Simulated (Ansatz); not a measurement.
## A strain series on Si (P6_3/mmc): xy shear, engineering strain (angle)

Si (P6_3/mmc) from a database of computed structures, relaxed with r2SCAN in the plane-wave code Ansatz, then strained (xy shear, engineering strain (angle); angles, axes as in the cell below) with the atoms relaxed again within the symmetry that is left. It is hexagonal, P6_3/mmc (No. 194); a = 3.832 Å, c = 6.341 Å in the conventional setting, 20.16 Å³ an atom. Si has 4 Si at 2.35–2.37 Å. Calculated for a static, non-magnetic cell.

```
CELL_PARAMETERS angstrom
3.83212 0.00000 0.00000
-1.91606 3.31871 0.00000
0.00000 0.00000 6.34124
ATOMIC_POSITIONS crystal
Si 0.33333 0.66667 0.06306
Si 0.66667 0.33333 0.56306
Si 0.33333 0.66667 0.43694
Si 0.66667 0.33333 0.93694
```

Gaps are the least over each mesh (PBE 12×12×4, r2SCAN 12×12×4, HSE06 6×6×4 when unstrained) and the special points, which keep their unstrained names; stress is the change from the unstrained cell, compression positive.

```csv
strain (%),"gap, PBE (eV)","gap, r2SCAN (eV)","gap, HSE06 (eV)","edges, HSE06","xy stress, r2SCAN (GPa)","energy rise, r2SCAN (meV/atom)"
-4.21,none (overlap 0.031),0.122,0.492,Γ → M,+3.06,8.1
-0.54,0.366,0.545,0.910,Γ → M,+0.39,0.1
0.0,0.425,0.608,0.972,Γ → M,0.00,0.0
```

**Question.** Estimate the row for a strain of -1.88 %.

**Answer.**
```csv
strain (%),"gap, PBE (eV)","gap, r2SCAN (eV)","gap, HSE06 (eV)","edges, HSE06","xy stress, r2SCAN (GPa)","energy rise, r2SCAN (meV/atom)"
-1.88,0.221,0.390,0.758,Γ → M,+1.37,1.6
```

The PBE gap opens between -4.21 and -1.88 %.

Gaps or overlaps of about a tenth of an eV are at the limit of these meshes: between the points read a gap can be smaller or closed.

The meshes of the hybrids are coarse, so their gaps aren't converged to the digits shown.
